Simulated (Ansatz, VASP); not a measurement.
## BeS in VASP and in Ansatz

```
Be S
1.0
     0.00000    2.28946    2.28946
     2.28946    0.00000    2.28946
     2.28946    2.28946    0.00000
Be S
1 1
Direct
  0.00000 0.00000 0.00000
  0.75000 0.75000 0.75000
```

Alike in both runs: functional PBE; k mesh 8 × 8 × 8; no spin polarisation.

Ansatz relaxed the structure, and its values are those at the end. VASP's run is a single point on that final structure, the one shown.

|  | VASP | Ansatz |
| --- | --- | --- |
| version | VASP 6.6.1 | Ansatz 0.2.0 |
| potentials or method | VASP PAW PBE potentials, release 64 (Be, S) | scalar-relativistic, plane waves, PAW |
| plane-wave cutoff (eV) | 520 | 420 |
| occupations | gaussian, width 0.01 eV | fixed |
| valence electrons in the cell | 8 | 8 |

Ansatz gave:

* gap on the k mesh at the Fermi level (eV): 2.65
* least direct gap on the mesh (eV): 5.50
* pressure (GPa): 25.0

Question: Estimate VASP's values.

Answer: gap on the k mesh at the Fermi level (eV): 2.65; least direct gap on the mesh (eV): 5.53; pressure (GPa): 24.9.

Caveats: so large a pressure means that the cell lies far from this level's equilibrium, or that cutoff or potentials fall short (VASP). A k mesh can miss the band edges. As with any semilocal functional, this PBE gap is likely too small.
